Band gaps of SrO (Fm-3m, one fixed two-atom cell) from PBE calculations with the programs named, without spin polarisation or spin-orbit coupling. The releases are of 2025 and 2026, except for OpenMX, whose version belongs to an older series that has since been superseded. All runs use a 9×9×9 k mesh and Fermi-Dirac smearing of 0.05 eV. Both gaps are taken on this mesh, and energies in the basis column are plane-wave cutoffs.

```tsv
program	potentials	basis	gap (eV)	direct gap (eV)
OpenMX	OpenMX 2013 PBE set	standard	2.918	3.156
VASP	VASP PAW PBE potentials, recommended	520 eV	3.320	3.412
ABINIT	JTH PAW PBE v2.0	626 eV	3.368	3.450
Ansatz	Ansatz PAW	420 eV	3.368	3.450
Quantum ESPRESSO	SSSP 1.3 efficiency PBE	748 eV	3.369	3.451
Octopus	pseudodojo_pbe	default	3.374	3.458
DFTK	dojo.nc.sr.pbe.v0_4_1.standard	1143 eV	3.377	3.459
ABACUS	PseudoDojo NC SR 0.4.1 PBE standard	1143 eV	3.377	3.460
JDFTx	PseudoDojo SR PBE 0.5 standard	1143 eV	3.377	3.460
GPAW	GPAW PAW data sets (gpaw data 1.2.1)	800 eV	3.417	3.499
```

Ten programs were given the same crystal of strontium oxide and the same density functional, so ideally they would return one gap. Seven of them do, to about 0.01 eV. VASP and GPAW stand about 0.05 eV to either side of the median, and OpenMX lies about 0.45 eV below it, some 13 % of the gap. These differences come from potentials, basis sets and numerical settings, since the physics put into each run is the same. The cutoffs are usual working values, not converged limits, so each gap also holds some basis error of its own run.

The two gap columns help to tell one kind of difference from another. The gap is the smallest energy from the top of the valence band to the bottom of the conduction band, wherever the two lie in $k$ space; the direct gap is the smallest energy between the bands at one and the same $k$ point. If a program merely moved the whole conduction band up or down against the valence band, both gaps would change by the same amount:

$$E_\text{direct} = E_\text{gap} + c .$$

The constant $c$ is taken as the median of the difference between the two columns over all ten rows, which is 0.083 eV.

**OpenMX.** The rule predicts a direct gap of $2.918 + 0.083 = 3.00$ eV for this row, which was itself one of the ten behind the median. The calculation gives 3.16 eV, so the rule falls short by about 0.16 eV. The bands of this run are therefore not the common bands with a shifted conduction band; their shape differs as well. If both gaps lead to the same conduction state, their difference is the drop of the valence band from its top to that $k$ point: 0.24 eV here, against about 0.08 eV in most other rows. The valence band would then be part of the change.

Two ingredients come into question first: the potentials, which no other row uses, and a basis of orbitals centred on the atoms, where the other programs use plane waves or a real-space grid. The older program version is a less likely source, since a plain PBE calculation should depend little on it, but no run with a newer one is here to rule it out. Nor can the table separate potentials from basis, but theory shows how the basis could act. In a fixed potential, too small a basis pushes energy levels up. Empty states often rise more than filled ones, which widens the gap; it narrows only if the valence top rises more than the conduction minimum. That could happen here, since the valence top belongs to the oxide ion, whose diffuse electron cloud is hard to build from compact orbitals. The basis is thus a possible cause, but the potentials remain just as open to suspicion. Repeating the run with a larger basis and the same potentials would show how much of the departure is due to the basis.

**VASP.** Here the gap is about 0.05 eV below the median and the direct gap about 0.04 eV below it. The rule misses the direct gap by about 0.01 eV, whereas the eight rows other than VASP and OpenMX keep to it within 0.002 eV. Most of the departure thus looks like a shift between the bands, with a slight change of their shape besides. Two gaps alone can't prove even the shift, as the GPAW row shows below. Its origin has not been traced.

**From ABINIT to JDFTx.** This is the stretch where the programs agree, although their plane-wave cutoffs run from 420 to 1143 eV and Octopus works on a grid. A cutoff is a demand made by the potentials: soft ones are content with a low value, hard ones need a high one, and a high number alone is no mark of quality. DFTK, ABACUS and JDFTx, which all take their potentials from the PseudoDojo family, give the same gap to 0.001 eV. Among these three, the choice of program hardly matters. Octopus, with potentials of the same family, lies 0.003 eV lower, but its run also splits valence levels at the zone centre that symmetry should keep equal, by a similar amount, so this small difference is within its numerical error.

Such agreement measures consistency, not closeness to nature. The conduction minimum of this oxide is known to lie at the zone-boundary point X, which a centred mesh with nine divisions steps over. The kinetic energy of a free electron across the missed step is roughly 0.07 eV, which suggests by what order of magnitude the listed gaps are too large; the curvature of the real band near X was not computed. The close rows share it, so it doesn't show in their comparison. The functional, too, is known to give gaps well below measured ones.

**GPAW.** Both gaps are about 0.045 eV above their medians, so the rule is obeyed almost exactly. Yet the conduction band has not moved as a whole. At the zone centre, the lowest empty level, counted from the valence top, agrees to 0.004 eV with the mean of five other programs (ABINIT, Quantum ESPRESSO, Octopus, DFTK and ABACUS). The next empty level is 0.024 eV higher than their mean.

This exposes the blind spot of the rule: both gaps probe conduction states well away from the zone centre, so they can move together while other states stay put. Chemistry suggests why states of one band might respond differently. The lowest empty level at the centre is a single one. Cubic symmetry groups the strontium d levels there in twos and threes, so this state can hold no 4d part and must be s-like. The minimum near X is expected to be mainly strontium 4d, and a potential can describe one kind of orbital slightly differently from the other. The strontium d states in the GPAW data set are thus a reasonable place to look. This remains a guess, because a deep occupied level is also displaced by 0.020 eV, which hints that the valence top itself may have moved.

For someone comparing gaps from two programs, the size of the disagreement is a first guide. A hundredth of an electronvolt is ordinary here even between sound potentials of different origin. A few hundredths call for a look at individual levels at several $k$ points, and tenths for a check of basis and potentials before any physical meaning is sought.
